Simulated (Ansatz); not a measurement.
Moving the starting magnetic order in NiO

```
Ni O
1.0
     0.00000    2.09131    2.09131
     2.09131    0.00000    2.09131
     2.09131    2.09131    0.00000
Ni O
1 1
Cartesian
  0.0000 0.0000 0.0000
  2.0913 2.0913 2.0913
```

The cell comes from a database or a generator and needn't be the form met in nature.

Kept alike: task single point; functional PBE; k mesh 11 × 11 × 11; occupations fermi-dirac, width 0.05 eV. Program: Ansatz, Ansatz PAW, cutoff 420 eV. The mesh is that of the run's cell of 2 atoms. No spin-orbit coupling.

```csv
starting magnetic order,largest site moment (μB),moment of the cell (μB),free energy over the lowest row (meV/atom)
"ferromagnetic start, larger moments",1.42,1.75,0.00
fm,1.42,1.75,0.00
random,1.42,1.75,0.00
spin off,0.00,0.00,54.63
```

For a metal such a mesh leaves the last digits unconverged. Moments of the cell are magnitudes, and a label names the start alone. The runs hold the magnetic state that their start led to, which needn't be the lowest. The row without spin has no moments by construction. Site moments count inside each atom's sphere or projector.

**Question.** What does the starting magnetic order change here?

**Answer.** The largest site moment runs from 0.00 (spin off) to 1.42 μB (ferromagnetic start, larger moments; fm; random). The moment of the cell runs from 0.00 (spin off) to 1.75 μB (ferromagnetic start, larger moments; fm; random). The free energy is lowest at ferromagnetic start, larger moments; fm; random, and 54.63 meV an atom higher at spin off. Starts that end at one energy have found one state: ferromagnetic start, larger moments; fm; random.
